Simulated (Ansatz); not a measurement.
**AlN: distorted cells**

Theory: DFT PBEsol, scalar-relativistic, plane waves, PAW in Ansatz 0.2.0.

Cutoff 420 eV; k points 9×9×6 on the computed 4-atom cell (Γ-centred); Gaussian smearing, width 0.02 eV; no spin polarisation.

Reference cell:

```xyz
4
Lattice="3.1110 0.0000 0.0000 -1.5555 2.6942 0.0000 0.0000 0.0000 4.9780" Properties=species:S:1:pos:R:3 pbc="T T T"
Al    0.0000    1.7961    0.0000
Al    1.5555    0.8981    2.4890
N     0.0000    1.7961    1.9165
N     1.5555    0.8981    4.4055
```

Each variant moves atoms of this cell by the vectors given, if any (Å), and then applies a symmetric strain (tensor components, Cartesian axes). The reference cell isn't relaxed at this level. Energies are per atom at zero smearing, counted from the lowest variant. Pressure is positive in compression.

1. strain (xx yy zz yz xz xy, %) 1.84 1.84 -1.16 0.00 0.00 0.00; moves: Al1 (0.000, 0.000, 0.060); Al2 (0.000, 0.000, 0.060); N3 (0.000, 0.000, -0.060); N4 (0.000, 0.000, -0.060)
2. strain (xx yy zz yz xz xy, %) 1.31 0.71 0.64 1.00 -0.90 0.63; moves: Al1 (0.006, 0.034, -0.005); Al2 (0.012, -0.021, 0.010); N3 (-0.026, -0.002, -0.023); N4 (0.008, -0.011, 0.018)
3. strain (xx yy zz yz xz xy, %) -1.36 0.61 -0.42 -0.33 -0.93 -0.11; moves: Al1 (0.068, 0.046, -0.103); Al2 (-0.065, -0.006, 0.066); N3 (-0.019, 0.052, -0.008); N4 (0.017, -0.092, 0.045)
4. no strain; moves: Al2 (0.000, 0.225, 0.000)
5. strain (xx yy zz yz xz xy, %) 3.29 3.29 4.79 0.00 0.00 0.00; moves: Al1 (0.000, 0.000, -0.250); Al2 (0.000, 0.000, -0.250); N3 (0.000, 0.000, 0.250); N4 (0.000, 0.000, 0.250)
6. no strain; moves: Al2 (0.068, 0.115, -0.068)

```
variant  ΔE (meV/atom) P (GPa) largest force (eV/Å) gap on mesh (eV) space group
      1           56.0    -1.11                  2.23              4.01       P6_3mc
      2            0.0    -4.26                  1.04              3.81           P1
      3          103.8     5.36                  4.06              3.71           P1
      4           63.3     3.20                  2.63              3.85           Cm
      5          259.4    -9.91                  0.32              1.95       P6_3mc
      6           37.8     2.20                  3.04              3.91           P1
```

An odd mesh misses points on the zone edge, so a gap read on it can be too wide.